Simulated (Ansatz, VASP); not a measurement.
La in VASP and in Ansatz

```
La
1.0
     2.67869    0.00000    0.00000
     0.00000    2.67869    0.00000
     0.00000    0.00000    2.67869
La
1
Direct
  0.00000 0.00000 0.00000
```

Change from the starting cell: volume scaled by 0.6, PAW files.

Alike in both runs: task single point; functional LDA; k mesh 13 × 13 × 13; occupations fermi-dirac, width 0.05 eV; no spin polarisation.

|  | VASP | Ansatz |
| --- | --- | --- |
| version | VASP 6.6.1 | Ansatz 0.2.0 |
| potentials or method | VASP PAW LDA potentials, release 64 (La) | PAW with Ansatz's default frozen-core files, scalar-relativistic |
| plane-wave cutoff (eV) | 520 | 420 |
| valence electrons in the cell | 11 | 11 |

```csv
,VASP,Ansatz,Ansatz less VASP
pressure (GPa),53.9,54.1,+0.23
```

Caveats: so large a pressure means that the cell lies far from this level's equilibrium, or that cutoff or potentials fall short (VASP). Spin-orbit coupling is left out, which matters for the levels of La.
